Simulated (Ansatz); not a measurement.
# Pt: the cost of one run

Method: DFT PBE+D3(BJ), scalar-relativistic, plane waves, PAW, in Ansatz 0.2.0.

3 further runs of the same task are left out: 3 set aside as unsound or not needed.

### Step 1. The starting structure

It takes space group R3m (No. 160, trigonal). The conventional cell has a = 3.157 Å, b = 3.157 Å, c = 18.118 Å, α = 90.00°, β = 90.00°, γ = 120.00°. Around W (site symmetry 3m) lie 6 S at 2.41 Å. S (site symmetry 3m) is surrounded by 3 W at 2.41 Å.

Structure file:

```cif
data_structure
_symmetry_space_group_name_H-M 'R3m:H'
_symmetry_Int_Tables_number 160
_cell_length_a 3.1572
_cell_length_b 3.1572
_cell_length_c 18.1179
_cell_angle_alpha 90.000
_cell_angle_beta 90.000
_cell_angle_gamma 120.000
_cell_volume 156.40
loop_
_atom_site_label
_atom_site_type_symbol
_atom_site_symmetry_multiplicity
_atom_site_Wyckoff_symbol
_atom_site_fract_x
_atom_site_fract_y
_atom_site_fract_z
_atom_site_occupancy
W1 W 3 a 0.00000 0.00000 0.00066 1
S1 S 3 a 0.00000 0.00000 0.24722 1
S2 S 3 a 0.33333 0.66667 0.08749 1
```

This cell was relaxed beforehand with the same method: volume 17.38 Å³/atom, gap on the mesh 0.91 eV.

### Step 2. The film's bulk: Pt

Relaxed beforehand at this level: -12523.7739 eV/atom, gap on the mesh none (metal).

```cif
data_structure
_symmetry_space_group_name_H-M 'P 1'
_symmetry_Int_Tables_number 1
_cell_length_a 2.7779
_cell_length_b 2.7779
_cell_length_c 2.7779
_cell_angle_alpha 60.000
_cell_angle_beta 60.000
_cell_angle_gamma 60.000
_cell_volume 15.16
loop_
_atom_site_label
_atom_site_type_symbol
_atom_site_fract_x
_atom_site_fract_y
_atom_site_fract_z
_atom_site_occupancy
Pt1 Pt 0.00000 0.00000 0.00000 1
```

Bulk energy of WS2, the base, on matching settings, from an earlier run: -4064.2196 eV/atom.

### Step 3. The film's bulk on the base's lattice

The (100) plane of Pt is fitted to the (001) plane of WS2, a strain of -1.6 % along x and -5.3 % along y; the third vector and the atoms relax.

The input, input.yaml:

```yaml
crystal:
  lattice:
    - [5.468436245, 0.0, 0.0]
    - [-2.7342181225, 7.8930078453, 0.0]
    - [-1.3671090613, -1.3155013075, 2.0486941617]
  atoms:
    - { symbol: Pt, position: [0.0, 0.0, 0.0] }
    - { symbol: Pt, position: [0.1666666667, 0.3333333333, 0.0] }
    - { symbol: Pt, position: [0.3333333333, 0.6666666667, 0.0] }
    - { symbol: Pt, position: [0.5, 0.0, 0.0] }
    - { symbol: Pt, position: [0.6666666667, 0.3333333333, 0.0] }
    - { symbol: Pt, position: [0.8333333333, 0.6666666667, 0.0] }
basis:
  ecutwfc: 420
kpoints:
  mp_grid: { grid: [7, 5, 17] }
hamiltonian:
  xc: pbe
  dispersion: d3bj
scf:
  occupations: { method: gaussian, width: 0.1 }
output:
  forces: true
  stress: true
  eigenvalues: true
relax:
  adjacent_minimum: "off"
  f_tol: 0.01
  max_steps: 50
  cell: { fix: [a, b, gamma], stress_tol: 0.1 }
```

Command:

```
$ ansatz run input.yaml --threads 8 --pin off --max-ram 20480MiB --backend cpu --events-out ev --progress --plain --runs-dir out
```

**Question.** How long does this run take on 8 threads of Intel Xeon at 2.50GHz (Skylake/Cascade Lake), shared host, and how much memory does it need?

About 83 s, with a peak of 1.5 GiB.
